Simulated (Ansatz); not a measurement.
**TiO2: changing the choice of potentials or basis**

```yaml
crystal:
  lattice:
    - [-2.97316, 3.28737, 3.28740]
    - [2.97316, -3.28737, 3.28740]
    - [2.97316, 3.28737, -3.28740]
  atoms:
    - { symbol: Ti, position: [0.00000, 0.50000, 0.00000] }
    - { symbol: Ti, position: [0.00000, 0.00000, 0.50000] }
    - { symbol: Ti, position: [0.49524, 0.24524, 0.25000] }
    - { symbol: Ti, position: [0.50475, 0.75475, 0.75000] }
    - { symbol: O, position: [0.69508, 0.69523, 0.50015] }
    - { symbol: O, position: [0.69508, 0.19493, 0.99985] }
    - { symbol: O, position: [0.80452, 0.74962, 0.05490] }
    - { symbol: O, position: [0.19472, 0.74962, 0.44510] }
    - { symbol: O, position: [0.80528, 0.25038, 0.55490] }
    - { symbol: O, position: [0.30492, 0.80507, 0.00015] }
    - { symbol: O, position: [0.19548, 0.25038, 0.94510] }
    - { symbol: O, position: [0.30492, 0.30477, 0.49985] }
```

The cell is a database's computed one, not the measured one.

Kept alike: task single point; functional PBE; k mesh 6 × 6 × 6; occupations fermi-dirac, width 0.05 eV; no spin polarisation. Program: Ansatz. Cutoffs run from 930 to 1380 eV. The mesh is that of the run's cell of 12 atoms. No spin-orbit coupling.

| choice of potentials or basis | band gap (eV) | pressure (GPa) |
| --- | --- | --- |
| Ansatz NC | 1.838 | -1.48 |
| Ansatz PAW (files of its older set among them) | 1.832 | -1.33 |
| JTH PAW | 1.833 | -1.02 |
| PseudoDojo standard (PBE files) | 1.856 | -1.87 |
| PseudoDojo stringent (PBE files) | 1.855 | -1.70 |
| SPMS NC | 1.874 | -1.51 |

Pressure is positive in compression, with a Pulay correction for the finite cutoff. A gap read on the mesh alone can miss an edge between its points.

What does the choice of potentials or basis change here?

The band gap runs from 1.832 (Ansatz PAW (files of its older set among them)) to 1.874 eV (SPMS NC). The pressure runs from -1.87 (PseudoDojo standard (PBE files)) to -1.02 GPa (JTH PAW).
